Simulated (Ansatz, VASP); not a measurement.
**One calculation of CdS, two programs**

```
Cd S
1.0
     0.00000    2.68137    2.68137
     2.68137    0.00000    2.68137
     2.68137    2.68137    0.00000
Cd S
1 1
Direct
  0.98938 0.01062 0.01062
  0.53722 0.46278 0.46278
```

Change from the starting cell: mode 4 frozen in at -0.203 Å, equal normal strain along x, y and z -0.0167.

Alike in both runs: task single point; functional r2SCAN; k mesh 8 × 8 × 8; occupations gaussian, width 0.05 eV; no spin polarisation.

```csv
,VASP,Ansatz
version,VASP 6.6.1,Ansatz 0.2.0
potentials or method,"VASP PAW PBE potentials, release 64 (Cd, S)","scalar-relativistic, plane waves, PAW"
plane-wave cutoff (eV),520,500
valence electrons in the cell,18,26
```

|  | VASP | Ansatz | Ansatz less VASP |
| --- | --- | --- | --- |
| gap on the k mesh at the Fermi level (eV) | 0.85 | 0.88 | +0.028 |
| least direct gap on the mesh (eV) | 2.61 | 2.65 | +0.038 |
| pressure (GPa) | 7.7 | 7.1 | -0.64 |
| largest component of the traceless stress (GPa) | 6.09 | 5.94 | -0.141 |
| rms of the force components (eV/Å) | 0.602 | 0.584 | -0.0183 |

Atom by atom the forces differ by 0.018 eV/Å (rms over components). The two sets of potentials don't hold the same shells in valence.

Caveats: the PAW data sets were made with another functional, which shifts forces and pressure a little (VASP). A k mesh can miss the band edges.
